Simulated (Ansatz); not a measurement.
Runs of Ansatz 0.2.0 on Au. The structure is cubic, space group Fm-3m (No. 225). Conventional cell: a = 4.070 Å, b = 4.070 Å, c = 4.070 Å, α = 90.00°, β = 90.00°, γ = 90.00°. Au (site symmetry m-3m) is surrounded by 12 Au at 2.88 Å. 

```csv
task,level,cell,k mesh,cutoff (eV),smearing,basis error allowed,mesh quality,gap on the mesh (eV),pressure (GPa),relaxed volume (Å³/atom)
relaxation of cell and atoms,PBE+D3(BJ),relaxed,11 × 11 × 11,-,fermi-dirac 0.05 eV,0.001 eV/atom,not flagged,-,0.0,(b)
relaxation of cell and atoms,PBEsol+D4,relaxed,11 × 11 × 11,-,fermi-dirac 0.05 eV,0.001 eV/atom,not flagged,-,0.0,16.69
single point,PBE,as given,6 × 6 × 6,231,fermi-dirac 0.03 eV,0.002 eV/atom,coarse,none,12.2,-
single point,PBE,as given,11 × 11 × 11,249,gaussian 0.011 eV,0.001 eV/atom,not flagged,none,10.8,-
single point,PBE,as given,7 × 7 × 7,221,fermi-dirac 0.02 eV,0.003 eV/atom,coarse,none,(a),-
```

Alike in all rows: potentials or basis all-electron LAPW, scalar-relativistic; no spin polarisation.

Q: Fill in the values left out.

A: (a) 10.6; (b) 17.25.

Caveats: some runs use coarse meshes.

A k mesh can miss the band edges, and the runs leave out spin-orbit coupling on Au.

A gap of «none» marks a metal or a gap under the smearing width.

Not every run made on this cell is shown here.
